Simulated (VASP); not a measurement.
VASP 6.6.1 run: BaTiO3

INCAR

```
LDAU = .TRUE.
LASPH = .TRUE.
ENCUT = 520
LDAUJ = 0 0 0
LDAUL = -1 2 -1
LCHARG = .FALSE.
GGA = PE
PREC = Accurate
MAXMIX = 5
LDAUTYPE = 2
EDIFF = 1E-7
SIGMA = 0.02
LWAVE = .FALSE.
NELM = 83
IBRION = -1
ISMEAR = -1
NBANDS = 28
LMAXMIX = 4
NSW = 0
LDAUU = 0 4.0 0
ISIF = 2
LREAL = .FALSE.
```

KPOINTS

```
KPOINTS created by Atomic Simulation Environment
0
Gamma
6 6 6
0 0 0
```

POSCAR

```
Ba Ti O
 1.0000000000000000
     3.8343326595999998    0.0000000000000000    0.0000000000000000
     0.0000000000000000    3.8343326595999998    0.0000000000000000
     0.0000000000000000    0.0000000000000000    3.8343326595999998
 Ba  Ti  O
   1   1   3
Cartesian
  0.0000000000000000  0.0000000000000000  0.0000000000000000
  1.9171663297999999  1.9171663297999999  1.9171663297999999
  1.9171663297999999  1.9171663297999999  0.0000000000000000
  1.9171663297999999  0.0000000000000000  1.9171663297999999
  0.0000000000000000  1.9171663297999999  1.9171663297999999
```

The recommended PBE PAW datasets give the neutral cell 40 valence electrons.

Command

```
mpirun -np 1 vasp_std
```

OSZICAR

```
N       E                     dE             d eps       ncg     rms          rms(c)
DAV:   1     0.440322554126E+03    0.44032E+03   -0.21230E+04  1120   0.159E+03
DAV:   2    -0.523573875084E+01   -0.44556E+03   -0.42649E+03  1280   0.436E+02
DAV:   3    -0.457820045419E+02   -0.40546E+02   -0.40224E+02  1588   0.132E+02
DAV:   4    -0.476774006736E+02   -0.18954E+01   -0.18919E+01  1628   0.241E+01
DAV:   5    -0.477254320665E+02   -0.48031E-01   -0.48013E-01  1504   0.321E+00    0.270E+01
DAV:   6    -0.358989918624E+02    0.11826E+02   -0.52360E+01  1512   0.734E+01    0.104E+01
DAV:   7    -0.362306424667E+02   -0.33165E+00   -0.59603E+00  1440   0.145E+01    0.676E+00
DAV:   8    -0.362599640635E+02   -0.29322E-01   -0.99658E-01  1400   0.803E+00    0.143E+00
DAV:   9    -0.362464109220E+02    0.13553E-01   -0.10485E-01  1456   0.298E+00    0.892E-01
DAV:  10    -0.362484484072E+02   -0.20375E-02   -0.75996E-02  1408   0.210E+00    0.487E-01
DAV:  11    -0.362470405603E+02    0.14078E-02   -0.10651E-02  1592   0.789E-01    0.293E-01
DAV:  12    -0.362467217534E+02    0.31881E-03   -0.14994E-03  1400   0.427E-01    0.195E-01
DAV:  13    -0.362466400750E+02    0.81678E-04   -0.21248E-04  1312   0.128E-01    0.327E-02
DAV:  14    -0.362466421554E+02   -0.20804E-05   -0.21673E-05  1608   0.279E-02    0.121E-02
DAV:  15    -0.362466423894E+02   -0.23402E-06   -0.19702E-06  1296   0.904E-03    0.631E-03
DAV:  16    -0.362466425362E+02   -0.14680E-06   -0.33733E-07  1328   0.298E-03    0.390E-03
DAV:  17    -0.362466426517E+02   -0.11555E-06   -0.15685E-07   984   0.260E-03    0.797E-04
DAV:  18    -0.362466426578E+02   -0.60836E-08   -0.26047E-08   708   0.108E-03
   1 F= -.36246643E+02 E0= -.36246643E+02  d E =-.871140E-15
```

From OUTCAR

```
k-points           NKPTS =     20   k-points in BZ     NKDIM =     20   number of bands    NBANDS=     28

   NELECT =      40.0000    total number of electrons

   dimension x,y,z NGX =    30 NGY =   30 NGZ =   30
   dimension x,y,z NGXF=    60 NGYF=   60 NGZF=   60

  energy-cutoff  :      520.00
  volume of cell :       56.37
      direct lattice vectors                 reciprocal lattice vectors
     3.834332660  0.000000000  0.000000000     0.260801576  0.000000000  0.000000000
     0.000000000  3.834332660  0.000000000     0.000000000  0.260801576  0.000000000
     0.000000000  0.000000000  3.834332660     0.000000000  0.000000000  0.260801576

 k-points in reciprocal lattice and weights: KPOINTS created by Atomic Simulation Env
   0.00000000  0.00000000  0.00000000       0.005
   0.16666667  0.00000000  0.00000000       0.028
   0.33333333  0.00000000  0.00000000       0.028
   0.50000000  0.00000000  0.00000000       0.014
   0.16666667  0.16666667  0.00000000       0.056
   0.33333333  0.16666667  0.00000000       0.111
   0.50000000  0.16666667  0.00000000       0.056
   0.33333333  0.33333333  0.00000000       0.056
   ...

 E-fermi :   5.6500

 k-point     1 :       0.0000    0.0000    0.0000
  band No.  band energies     occupation
      1     -52.0446      2.00000
      2     -28.2916      2.00000
      3     -28.2916      2.00000
      4     -28.2916      2.00000
      5     -19.5738      2.00000
      6     -12.1813      2.00000
      7     -11.5382      2.00000
      8     -11.5382      2.00000
      9      -4.7809      2.00000
     10      -4.7809      2.00000
     11      -4.7809      2.00000
     12       2.7382      2.00000
     13       2.7382      2.00000
     14       2.7382      2.00000
     15       3.6960      2.00000
     16       3.6960      2.00000
     17       3.6960      2.00000
     18       4.9891      2.00000
     19       4.9891      2.00000
     20       4.9891      2.00000
     21       7.5305      0.00000
     22       7.5305      0.00000
     23       7.5305      0.00000
     24       9.8149      0.00000
     25       9.8149      0.00000
     26      10.2440      0.00000
     27      10.2440      0.00000
     28      13.8860      0.00000

 k-point     2 :       0.1667    0.0000    0.0000
  band No.  band energies     occupation
      1     -52.0441      2.00000
      2     -28.3137      2.00000
      3     -28.2907      2.00000
      4     -28.2907      2.00000
      5     -19.5156      2.00000
      6     -12.2645      2.00000
      7     -11.5240      2.00000
      8     -11.4798      2.00000
      9      -4.7167      2.00000
     10      -4.7167      2.00000
     11      -4.5934      2.00000
     12       2.1910      2.00000
     13       2.5926      2.00000
     14       2.5926      2.00000
     15       3.3930      2.00000
     16       3.4184      2.00000
     17       3.4184      2.00000
     18       4.2965      2.00000
     19       4.7778      2.00000
     20       4.7778      2.00000
     21       7.5929      0.00000
     22       8.1386      0.00000
     23       8.1386      0.00000
     24       9.8689      0.00000
     25      10.5623      0.00000
     26      10.8022      0.00000
     27      10.9080      0.00000
     28      14.1840      0.00000

 ...

  Total       13.7974545     13.7974545     13.7974545     -0.0000000     -0.0000000      0.0000000
  in kB      392.1391340    392.1391340    392.1391340     -0.0000000     -0.0000000      0.0000000
  external PRESSURE =     392.1391340 kB  Pullay stress =       0.0000000 kB

 POSITION                                       TOTAL-FORCE (eV/Angst)
 -----------------------------------------------------------------------------------
      0.00000      0.00000      0.00000         0.000000      0.000000      0.000000
      1.91717      1.91717      1.91717         0.000000      0.000000      0.000000
      1.91717      1.91717      0.00000         0.000000      0.000000      0.000000
      1.91717      0.00000      1.91717         0.000000      0.000000      0.000000
      0.00000      1.91717      1.91717         0.000000      0.000000      0.000000
 -----------------------------------------------------------------------------------
    total drift:                                0.000000      0.000000     -0.000000

  FREE ENERGIE OF THE ION-ELECTRON SYSTEM (eV)
  ---------------------------------------------------
  free  energy   TOTEN  =       -36.2466426578 eV

  energy  without entropy=      -36.2466426578  energy(sigma->0) =      -36.24664266
```

It converged. Results: gap between bands v and c on the k mesh 2.50 eV; least direct gap on the k mesh 2.54 eV; pressure 39.2 GPa. Band v is the last that the valence electrons fill when counted band by band, and c is the next.

For comparison, a separate PBE run of the intended cell, on usual settings and not on those above, gives a gap of 1.98 eV on its mesh and a pressure of 34.5 GPa.

The run above took about 35 s on one core of a shared host (Intel Xeon Platinum 8488C) and held 0.19 GiB at most.
